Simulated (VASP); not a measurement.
Input of a VASP 6.6.1 run:

INCAR

```
SYSTEM = LiF
PREC = Accurate
ENCUT = 520
EDIFF = 1E-6
ISMEAR = 0
SIGMA = 0.028999999999999998
LREAL = .FALSE.
LASPH = .TRUE.
NELM = 60
ALGO = Fast
ISIF = 2
LWAVE = .FALSE.
LCHARG = .TRUE.
GGA = PE
LELF = .TRUE.
LVHAR = .TRUE.
NBANDS = 12
```

File KPOINTS:

```
Automatic mesh
0
G
  11 11 11
  0 0 0
```

The input POSCAR:

```
LiF
1.0
    0.0000000000      2.0140000000      2.0140000000
    2.0140000000      0.0000000000      2.0140000000
    2.0140000000      2.0140000000      0.0000000000
F Li
1 1
Direct
    0.5000000000      0.5000000000      0.5000000000
    0.0000000000      0.0000000000      0.0000000000
```

Potentials or basis: VASP PAW PBE potentials, release 64 (F, Li_sv).

Command:

```console
$ cat potpaw_PBE.64/F/POTCAR potpaw_PBE.64/Li_sv/POTCAR > POTCAR
$ mpirun -np 1 vasp_std > vasp.out
```

Question: What does it give for the band gap on the k mesh?

Answer: 9.09 eV, direct.

Caveat: an odd mesh through Γ misses points on the zone boundary, where band edges often lie.
